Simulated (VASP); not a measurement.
SiRu:

```
Si Ru
1.0
     4.69048    0.00000    0.00000
     0.00000    4.69048    0.00000
     0.00000    0.00000    4.69048
Si Ru
4 4
Direct
  0.16161 0.33839 0.66161
  0.33839 0.66161 0.16161
  0.66161 0.16161 0.33839
  0.83839 0.83839 0.83839
  0.86865 0.63135 0.36865
  0.63135 0.36865 0.86865
  0.36865 0.86865 0.63135
  0.13135 0.13135 0.13135
```

The cell comes from a database or a generator and needn't be the stable form of this composition.

Base run:

```yaml
Program: VASP 6.6.1
Functional: r2SCAN
Potentials_or_basis: VASP PAW PBE potentials, release 64 (Si, Ru_pv)
Cutoff: 520 eV
k_mesh: 8 × 8 × 8
Occupations: gaussian, width 0.1 eV
Spin: no spin polarisation
```

Its results: band gap on the k mesh 0.30 eV, indirect (least direct gap 0.39 eV); pressure 2.3 GPa.

Question: The run is repeated on the same cell with these changes: functional from r2SCAN to PBEsol; cutoff from 520 eV to 700 eV. What comes out?

Answer: Band gap on the k mesh 0.24 eV, indirect (least direct gap 0.33 eV); pressure 0.0 GPa.

Caveats: the PAW data sets were made with another functional, which shifts forces and pressure a little.

A k mesh can miss the band edges.

Not every run made on this cell is shown here.
